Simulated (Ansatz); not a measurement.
The system is As.

```
As
1.0
     2.70368    0.00000    0.00000
     0.00000    2.70368    0.00000
     0.00000    0.00000    2.70368
As
1
Direct
  0.50000 0.50000 0.50000
```

This isn't the form of As at room conditions, which is rhombohedral.

```yaml
Program: Ansatz 0.2.0
Task: relaxation of cell and atoms
Functional: LDA
Potentials_or_basis: Ansatz PAW
Cutoff: "420 eV (not typed: the program's choice for these potentials)"
k_mesh: 10 × 10 × 10
Occupations: fermi-dirac, width 0.05 eV
Spin: no spin polarisation
```

At the start: volume 19.76 Å³/atom.

Q: Where does the relaxation end?

A: It ends after 5 steps and the volume is 19.06 Å³/atom (-3.6 %); space group Pm-3m (No. 221, to 0.05 Å).

The path:
| step | energy change (eV) | largest force (eV/Å) | volume (Å³) |
| --- | --- | --- | --- |
| 1 | 0.0000 | 0.0000 | 19.76 |
| 2 | -0.0061 | 0.0000 | 18.77 |
| 3 | -0.0074 | 0.0000 | 19.08 |
| 4 | -0.0074 | 0.0000 | 19.06 |
| 5 | -0.0072 | 0.0000 | 19.06 |

Final structure:
```
As
1.0
     2.67114    0.00000    0.00000
     0.00000    2.67114    0.00000
     0.00000    0.00000    2.67114
As
1
Direct
  0.50000 0.50000 0.50000
```

Caveat: the plane-wave basis is chosen anew once the cell has moved, so the energies of steps on either side of that aren't comparable; the PAW data sets come from PBE, with cores solved anew for the run's functional, which leaves a small shift of forces and pressure.
